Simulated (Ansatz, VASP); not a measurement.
## Two plane-wave programs on ZrC

```
CELL_PARAMETERS angstrom
0.00000 2.37762 2.37762
2.37762 0.00000 2.37762
2.37762 2.37762 0.00000
ATOMIC_POSITIONS crystal
Zr 0.00000 0.00000 0.00000
C 0.50000 0.50000 0.50000
```

Change from the starting cell: volume scaled by 1.03, PAW files.

Alike in both runs: task electric field gradients; functional PBE; k mesh 14 × 14 × 14; occupations fermi-dirac, width 0.05 eV; no spin polarisation.

|  | VASP | Ansatz |
| --- | --- | --- |
| version | VASP 6.6.1 | Ansatz 0.2.0 |
| potentials or method | VASP PAW PBE potentials, release 64 (Zr_sv, C) | PAW with Ansatz's default frozen-core files, scalar-relativistic |
| plane-wave cutoff (eV) | 520 | 420 |
| valence electrons in the cell | 16 | 16 |

Ansatz gave:

- pressure (GPa): -6.2
- Vzz of the field gradient on the site that differs most (V/Å²): 0.0

Problem. Which values does VASP return?

Solution. Pressure (GPa): -6.0; Vzz of the field gradient on the site that differs most (V/Å²): 0.0.

With one functional, cell and mesh, what is left measures potentials, basis and numerics. Ansatz warned: «gradients_without_spin_orbit».
